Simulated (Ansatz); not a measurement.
The cell is GaN in the wurtzite structure; cell and atoms were relaxed with r2SCAN. Space group P6_3mc (No. 186), hexagonal; a = 3.183 Å, c = 5.184 Å in the conventional setting, 11.37 Å³ an atom. Ga has 4 N at 1.95 Å; N has 4 Ga at 1.95 Å.

```
Ga N
1.0
     3.18315    0.00000    0.00000
    -1.59157    2.75669    0.00000
     0.00000    0.00000    5.18363
Ga N
2 2
Direct
  0.33333 0.66667 0.99911
  0.66667 0.33333 0.49911
  0.33333 0.66667 0.37589
  0.66667 0.33333 0.87589
```

4 runs of Ansatz 0.2.0 on this cell differ in the functional (and in the settings that go with it). Levels are in eV from each run's valence top; v1 is the last filled band, c1 the first empty one.

Run A, mean stress 0.0 GPa (compression positive):

| point | v2 | v1 | c1 | c2 |
| --- | --- | --- | --- | --- |
| Γ | 0.00 | 0.00 | 3.20 | 5.71 |
| M | -2.35 | -1.08 | 6.37 | 6.99 |
| K | -3.21 | -2.96 | 6.33 | 9.64 |

Run B, mean stress 0.0 GPa (compression positive):

| point | v2 | v1 | c1 | c2 |
| --- | --- | --- | --- | --- |
| Γ | 0.00 | 0.00 | 2.35 | 4.83 |
| M | -2.24 | -1.03 | 5.59 | 6.14 |
| K | -3.05 | -2.80 | 5.61 | 8.55 |

Run C, mean stress -0.2 GPa (compression positive):

| point | v2 | v1 | c1 | c2 |
| --- | --- | --- | --- | --- |
| Γ | 0.00 | 0.00 | 3.89 | 6.44 |
| M | -2.38 | -1.09 | 7.10 | 7.74 |
| K | -3.24 | -2.99 | 7.06 | 10.41 |

Run D, mean stress +6.2 GPa (compression positive):

| point | v2 | v1 | c1 | c2 |
| --- | --- | --- | --- | --- |
| Γ | 0.00 | 0.00 | 1.93 | 4.28 |
| M | -2.21 | -1.00 | 5.08 | 5.59 |
| K | -2.99 | -2.73 | 5.17 | 7.83 |

Task: Match the runs to PBE, r2SCAN, HSE06, PBE0.

Result: A is HSE06, B is r2SCAN, C is PBE0, D is PBE. In order of the gap: PBE 1.93, r2SCAN 2.35, HSE06 3.20, PBE0 3.89 eV.

Spin-unpolarised throughout; all numbers are computed.

The stress of a hybrid is loosely converged in these runs.

The meshes of the hybrids are coarse, so their gaps aren't converged to the digits shown.
